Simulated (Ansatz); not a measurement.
SnSe built on the rocksalt prototype: a relaxation of cell and atoms in the PAW code Ansatz (PBE). The starting cell was estimated from covalent radii.

```yaml
crystal:
  lattice:
    - [0.0, 2.714483, 2.714483]
    - [2.714483, 0.0, 2.714483]
    - [2.714483, 2.714483, 0.0]
  atoms:
    - { symbol: Sn, position: [0.0, 0.0, 0.0] }
    - { symbol: Se, position: [0.5, 0.5, 0.5] }
kpoints:
  mp_grid: { grid: [8, 8, 8] }
hamiltonian:
  xc: pbe
scf:
  occupations: { method: fermi_dirac, width: 0.02 }
relax:
  f_tol: 0.005
  cell: {}
```

Some lines of the output have been replaced by numbered gaps.
```
Functional definition: PBE
Crystal: 2 atoms, lattice volume = 40.003 Å³
Basis set: ecut = 420 eV, 749 PW (Γ)
Bands: 19, of which v1, the nominal top of the filled ones, is band 15 counted from 1 (14 counted from 0)
[1]
relax step 1: F+E_penalty+E_count = -11492.98276623 eV  P = +32.530 GPa  Ω = 40.003 Å³
--- Relaxed structure (6 steps of the walk, 6 accepted, 2 SCFs on fresh bases) ---
[2]
```

Task: What stood in the gaps? They hold the relaxed structure, the symmetry found.

Result:
```
[1]
Symmetry: 48 space group operations
Space group: Fm-3m (ITA 225)
[2]
  F+E_penalty+E_count = -11494.16427987 eV
  cell:  # Å, volume = 55.5342 Å³
    - [0.000000, 3.028145, 3.028145]
    - [3.028145, 0.000000, 3.028145]
    - [3.028145, 3.028145, 0.000000]
  atoms:
    - { symbol: Sn, position: [0.000000, 0.000000, 0.000000] }
    - { symbol: Se, position: [0.500000, 0.500000, 0.500000] }
```
Only the leading digits can be foreseen; the rest is this run's record.

The walk took 6 steps, besides SCFs solved again on a fresh basis, and changed the volume by +38.8 %. The last SCF, on a fresh basis, lies 591 meV an atom below the first. At the end: space group Fm-3m (No. 225), cubic; a = 6.056 Å in the conventional setting, 27.77 Å³ an atom. Sn is surrounded by 6 Se at 3.03 Å; Se is surrounded by 6 Sn at 3.03 Å.

Command: `ansatz run input.yaml --threads 2 --pin off --max-ram 2211MiB --backend cpu --events-out ev --progress --plain --runs-dir out`. It took 10 s on 2 threads of Arm Neoverse N1, on a shared host; peak host memory 0.34 GiB.

Note: simulated data, non-magnetic, for a generated structure that need not be the stable one.

No spin-orbit coupling is included; it can move band edges with weight on the heavy atoms by tenths of an eV.
